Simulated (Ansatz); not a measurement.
# FeO (I4/mmm) in Ansatz: single point with PBE

Aim: the single point of FeO with PBE.

Everything below comes from runs of Ansatz 0.2.0. Logs are shortened: lines on timing, memory, paths and dates and some standing lists are left out, and cuts for length are marked.

### 1 The structure

It takes space group I4/mmm (No. 139, tetragonal). Conventional cell: a = 3.204 Å, b = 3.204 Å, c = 4.167 Å, α = 90.00°, β = 90.00°, γ = 90.00°. Fe (site symmetry 4/mmm) is surrounded by 6 O at 2.08 to 2.27 Å. Around O (site symmetry 4/mmm) lie 6 Fe at 2.08 to 2.27 Å.

The cell comes from a database or a generator and needn't be the stable form of this composition.

### 2 Single point, PBE, collinear spin, ferromagnetic start

Input file input.yaml:

```yaml
crystal:
  lattice:
    - [-1.602103413, 1.602103413, 2.08339225]
    - [1.602103413, -1.602103413, 2.08339225]
    - [1.602103413, 1.602103413, -2.08339225]
  atoms:
    - { symbol: Fe, position: [0.0, 0.0, 0.0], spin: 4.5 }
    - { symbol: O, position: [0.5, 0.5, 0.0] }
hamiltonian:
  xc: pbe
  pseudopotentials: { kind: paw }
magnetization:
  spin_polarized: true
kpoints:
  mp_grid: { grid: [12, 12, 12] }
scf:
  occupations: { method: fermi_dirac, width: 0.05 }
output:
  forces: true
  stress: true
  eigenvalues: true
  write_density: true
  write_potential: true
  elf: true
  volumetric_format: npy
```

Potentials or basis: Ansatz PAW.

The run is started by

```console
ansatz run input.yaml --threads 2 --pin off --max-ram 5120MiB --backend cpu --events-out ev --progress --plain --runs-dir out
```

The log of the run:

```text
Warning: where an SCF of this run starts from atoms to list the orders of its open shells, Fe (site 0, from 0) starts with 4.00 μB on its 3d shell, in the place of the 4.50 μB that the deck gives it: its open shells can hold no more by Hund's first rule. To start from spheres of the given moment, type scf.initial_density.shell_occupations: []
Warning: RAYON_NUM_THREADS=2 ignored (pool sized by the plan → 2); use --threads N
Engine: ansatz 0.2.0, x86_64-unknown-linux-gnu
Pseudopotentials: kind: paw
Pseudopotential: Fe, paw, valence charge 16, recommended cutoff 420 eV (normal), Fe.paw.azcp
Pseudopotential: O, paw, valence charge 6, recommended cutoff 420 eV (normal), O.paw.azcp
Functional definition: PBE
  parameter kappa = 0.804
  parameter beta = 0.06672455060314922
  exchange = pbe_x(kappa = kappa, mu = beta*pi^2/3)
  correlation = pbe_c(beta = beta)
Crystal: 2 atoms, lattice volume = 21.390 Å³
Basis set: ecut = 420 eV, 411 PW (Γ), exchange–correlation on 48×48×48 points (8 copies of the dense FFT grid, shifted against one another)
Bands: 18, of which v1, the nominal top of the filled ones, is band 11 counted from 1 (10 counted from 0)
Symmetry: 16 space group operations
Space group: I4/mmm (ITA 139), of the structure as read, at distance tolerance 2.8e-5 Å
Magnetic group: BNS 139.531 (UNI 1191), of the structure as read, at distance tolerance 2.8e-5 Å
k-points: 163 of 1728
Non-local potential: Fe, projectors of the file, l = 0: 3, l = 1: 2, l = 2: 3, l = 3: 1
Non-local potential: O, projectors of the file, l = 0: 2, l = 1: 2, l = 2: 1
PAW form: soft (Blöchl's): semilocal exchange-correlation on the pseudo side does not see the compensation charge
PAW one-centre angular grid: Fe, 590 points (default); XC on 64 Gauss nodes
PAW one-centre angular grid: O, 110 points (default); XC on 64 Gauss nodes
Initial density: superposition of atomic densities (chi_scale 0.1, normalization cell, long waves kept (reshape's long-wave potential 0.00 eV rms))
Starting moments: Σ|m| = 4.5 μB on 1 of 2 sites
Initial wavefunctions: pseudopotential atomic-orbital guess
Functional: x = pbe(κ = 0.804, μ = 0.2195149727645171), c = pbe(β = 0.06672455060314922)
SCF iter   1: F=—  HF=-5047.008033 eV  |F-HF|=—  |Δ(HF+E_count)|=         —  Δρ=8.57e-2 (↑6.84e-2 ↓8.57e-2)  dr2=3.59e0  dr2_m=1.45e-1  M=3.850 μB ∫|m|=3.850 μB  β_m=0.30  ethr=3.10e-3  ⟨swp⟩=4.5  Hψ=23920  notcnv=0
Mixer restart at iter 1: flushing history
preconditioner: auto → none  [metal: Δε(μ)=0.010 eV  Ē_g=14.262 eV  σ=0.050 eV  W_gap=0.05  n_scr=8 (ndim 8)  ℏωp=30.0 eV  f_vac=0.000  D(μ)=2.55/eV (n_scr^D=42)  sad-step TF]
SCF iter   2: F=—  HF=-5046.929175 eV  |F-HF|=—  |Δ(HF+E_count)|=   7.89e-2  Δρ=3.69e-2 (↑3.69e-2 ↓3.38e-2)  dr2=5.33e-1  dr2_m=9.85e-2  M=3.999 μB ∫|m|=4.000 μB  β_m=0.38  ethr=3.10e-3  ⟨swp⟩=2.9  Hψ=13581  notcnv=0  defer=345
SCF iter   3: F=—  HF=-5047.011175 eV  |F-HF|=—  |Δ(HF+E_count)|=   8.20e-2  Δρ=1.93e-2 (↑1.28e-2 ↓1.93e-2)  dr2=6.00e-2  dr2_m=2.68e-2  M=4.001 μB ∫|m|=4.004 μB  β_m=0.52  ethr=2.42e-3  ⟨swp⟩=2.1  Hψ=10093  notcnv=0  defer=344
SCF iter   4: F=—  HF=-5047.029867 eV  |F-HF|=—  |Δ(HF+E_count)|=         —  Δρ=6.36e-3 (↑6.02e-3 ↓6.36e-3)  dr2=3.23e-3  dr2_m=6.04e-3  M=4.001 μB ∫|m|=4.009 μB  β_m=0.52  ethr=2.73e-4  ⟨swp⟩=2.8  Hψ=10316  notcnv=0  defer=344
Mixer restart at iter 4: flushing history
SCF iter   5: F=—  HF=-5047.045227 eV  |F-HF|=—  |Δ(HF+E_count)|=   1.54e-2  Δρ=4.92e-3 (↑4.92e-3 ↓3.29e-3)  dr2=4.46e-3  dr2_m=1.48e-3  M=4.001 μB ∫|m|=4.011 μB  β_m=0.70  ethr=1.47e-5  ⟨swp⟩=2.2  Hψ=12131  notcnv=0  defer=346
SCF iter   6: F=—  HF=-5047.055492 eV  |F-HF|=—  |Δ(HF+E_count)|=   1.03e-2  Δρ=2.40e-3 (↑2.06e-3 ↓2.40e-3)  dr2=1.51e-3  dr2_m=4.61e-4  M=4.001 μB ∫|m|=4.012 μB  β_m=0.69  ethr=1.47e-5  ⟨swp⟩=2.0  Hψ=11017  notcnv=0  defer=348
SCF iter   7: F=—  HF=-5047.056553 eV  |F-HF|=—  |Δ(HF+E_count)|=   1.06e-3  Δρ=6.87e-4 (↑3.58e-4 ↓6.87e-4)  dr2=1.24e-4  dr2_m=1.09e-5  M=4.001 μB ∫|m|=4.013 μB  β_m=0.71  ethr=6.84e-6  ⟨swp⟩=2.4  Hψ=10651  notcnv=0  defer=348
SCF iter   8: F=—  HF=-5047.056527 eV  |F-HF|=—  |Δ(HF+E_count)|=   2.65e-5  Δρ=3.22e-4 (↑3.22e-4 ↓1.94e-4)  dr2=2.81e-5  dr2_m=3.60e-6  M=4.001 μB ∫|m|=4.013 μB  β_m=0.65  ethr=5.64e-7  ⟨swp⟩=2.5  Hψ=9454  notcnv=0  defer=348
SCF iter   9: F=—  HF=-5047.056532 eV  |F-HF|=—  |Δ(HF+E_count)|=   4.66e-6  Δρ=1.05e-4 (↑7.39e-5 ↓1.05e-4)  dr2=2.02e-6  dr2_m=6.81e-7  M=4.001 μB ∫|m|=4.013 μB  β_m=0.83  ethr=1.28e-7  ⟨swp⟩=2.0  Hψ=8146  notcnv=0  defer=348
SCF iter  10: F=—  HF=-5047.056532 eV  |F-HF|=—  |Δ(HF+E_count)|=   5.87e-7  Δρ=3.71e-5 (↑4.96e-6 ↓3.71e-5)  dr2=8.70e-8  dr2_m=7.20e-8  M=4.001 μB ∫|m|=4.013 μB  β_m=0.91  ethr=9.19e-9  ⟨swp⟩=2.6  Hψ=8963  notcnv=0  defer=348
SCF iter  11: F=—  HF=-5047.056532 eV  |F-HF|=—  |Δ(HF+E_count)|=   1.32e-7  Δρ=1.20e-5 (↑7.49e-6 ↓1.20e-5)  dr2=3.08e-8  dr2_m=5.69e-9  M=4.001 μB ∫|m|=4.013 μB  β_m=0.85  ethr=3.96e-10  ⟨swp⟩=2.0  Hψ=9515  notcnv=0  defer=348
SCF iter  12: F=-5047.056532 eV  HF=-5047.056532 eV  |F-HF|=4.15e-9  |Δ(HF+E_count)|=  1.90e-10  Δρ=3.60e-6 (↑1.86e-6 ↓3.60e-6)  dr2=4.66e-9  dr2_m=3.24e-10  M=4.001 μB ∫|m|=4.013 μB  ethr=1.40e-10  ⟨swp⟩=9.3  Hψ=33877  notcnv=0
SCF 1 converged in 12 iterations: F = -5047.056532 eV  dr2 = 4.66e-9
SCF converged after 12 iterations
Magnetization: 4.0011 μB (13.0005 up, 8.9995 down)
Absolute magnetization: 4.0133 μB (∫|ρ↑−ρ↓|, with the PAW one-centre terms)
Spin contamination: 0.0120 ħ² per cell (⟨S²⟩ above its minimum at these occupations)
Per-site moments (μB) at R_I (Å): [(3.3980632107516087, 0.8593993031250001), (0.3096522323186706, 0.8593993031250001)]
Free energy (F): -5047.056532 eV
Harris-Foulkes:  -5047.056532 eV  (|F-HF|=4.15e-9)
Internal energy: -5047.043392 eV  (E = F + TS)
E sigma→0 (E₀):  -5047.049962 eV
Entropy (-TS):   -0.013140 eV (-6.570 meV/atom)
Fermi energy:    13.403059 eV
--- Per-component energies (eV) ---
  E_band       = -291.215025
  E_kinetic    = 513.089821
  E_local      = -2693.631075  (includes V_loc(G=0)·N_el)
  E_nonlocal   = 279.303775
  E_hartree    = 1095.789619
  E_xc         = -187.250941
  E_vxc        = -240.050172  (∫ρ·V_xc dr)
  E_paw        = -1529.295350  (= ΣΔE_a)
  E_vpaw       = -341.512424  (= ΣTr[D̂ρ^β])
  E_aug_tail   = 0.002942  (compensation charges beyond the density's cutoff)
  E_ewald      = -2525.052183
  E_smearing   = -0.013140  (= −TS)
  E_closure    = -0.000000  (closes the sum)
  Σ components = -5047.056532   (vs F -5047.056532, Δ=0.00e0)
--- Forces (eV/Å), atoms counted from 1 ---
  atom   1  Fe    -0.00000000     0.00000000     0.00000000
  atom   2  O     -0.00000000     0.00000000    -0.00000000
  max |Σ_I F_I| component: 2.56e-30 eV/Å
--- Stress (GPa, compression-positive) ---
      -10.248518       0.000000       0.000000
        0.000000     -10.248518       0.000000
        0.000000       0.000000      -5.605962
  P = ⅓ Tr σ = -8.7010 GPa (-87.010 kbar)
--- Band table (eV; the first three rows and the last of 326) ---
  k-point 0 ↑: bands = ["-76.5044", "-42.5706", "-42.5216", "-42.5216", "-6.9346", "9.4984", "9.4984", "9.5543", "9.6365", "9.7683", "9.7796", "9.7796", "9.8366", "13.1917", "28.4792", "29.8490", "29.8490", "29.9605"]
  k-point 1 ↑: bands = ["-76.5041", "-42.5717", "-42.5241", "-42.5222", "-6.8627", "8.4836", "9.1191", "9.4101", "9.4491", "9.7344", "9.9530", "10.2211", "10.6384", "13.7675", "27.3563", "28.9884", "29.4731", "29.7359"]
  k-point 2 ↑: bands = ["-76.5032", "-42.5748", "-42.5307", "-42.5238", "-6.6699", "7.3532", "8.7978", "9.1038", "9.3159", "9.7955", "10.3154", "10.5508", "11.0085", "15.1395", "26.1340", "26.7067", "27.8743", "28.8185"]
  k-point 162 ↓: bands = ["-72.3474", "-38.5172", "-38.5172", "-38.4918", "-5.2728", "6.9826", "8.9960", "8.9960", "11.4385", "14.1195", "14.1195", "14.2241", "14.5135", "19.6260", "22.8049", "24.2275", "27.6267", "27.6267"]
```

It took 10 s on 2 threads of Intel Xeon at 2.70GHz, shared host; peak memory 0.43 GiB.

Results:

```
Free energy            : -5047.0565 eV
Pressure               : -8.7 GPa
Band gap on the k mesh : none (metal or under the smearing width)
Net moment             : 4.00 μB per cell
Absolute moment        : 4.01 μB per cell
Site moments           : Fe +3.40; O +0.31 μB
```

Levels at points of the mesh, in eV from the Fermi level:
Spin up:
```tsv
k point	band 9	band 10	band 11	band 12	band 13	band 14	band 15	band 16	band 17	band 18
(0.00, 0.00, 0.00)	-3.77	-3.63	-3.62	-3.62	-3.57	-0.21	15.08	16.45	16.45	16.56
(0.00, 0.00, -0.50)	-4.44	-3.38	-2.90	-2.87	-2.81	4.75	7.85	10.78	13.54	14.85
(0.00, -0.50, 0.00)	-3.10	-3.04	-2.51	-0.84	-0.23	3.79	7.80	11.12	13.07	18.38
(-0.50, -0.50, -0.50)	-4.55	-3.29	-2.86	-2.86	-2.80	4.88	8.90	9.74	13.22	13.22
```
Spin down:
| k point | band 5 | band 6 | band 7 | band 8 | band 9 | band 10 | band 11 | band 12 | band 13 | band 14 |
| --- | --- | --- | --- | --- | --- | --- | --- | --- | --- | --- |
| (0.00, 0.00, 0.00) | -19.83 | -3.39 | -3.06 | -3.06 | -0.73 | -0.73 | -0.47 | -0.26 | 0.14 | 1.09 |
| (0.00, 0.00, -0.50) | -18.82 | -6.59 | -4.45 | -3.89 | -1.84 | 0.51 | 0.62 | 0.79 | 1.09 | 6.11 |
| (0.00, -0.50, 0.00) | -18.77 | -7.61 | -5.00 | -4.82 | 0.23 | 0.52 | 0.62 | 2.28 | 2.85 | 4.26 |
| (-0.50, -0.50, -0.50) | -18.68 | -6.42 | -4.41 | -4.41 | -1.96 | 0.72 | 0.72 | 0.82 | 1.11 | 6.22 |

Caveat: the pressure holds a Pulay correction of +0.6 GPa for the finite cutoff; a cell with one magnetic atom can't hold antiferromagnetic order, which such compounds often take; semilocal functionals often make such compounds metallic where correlation or magnetic order opens a gap, which also shifts bond lengths. With open d or f shells a metallic result of PBE can be an artefact of self-interaction; +U or a hybrid may open a gap.
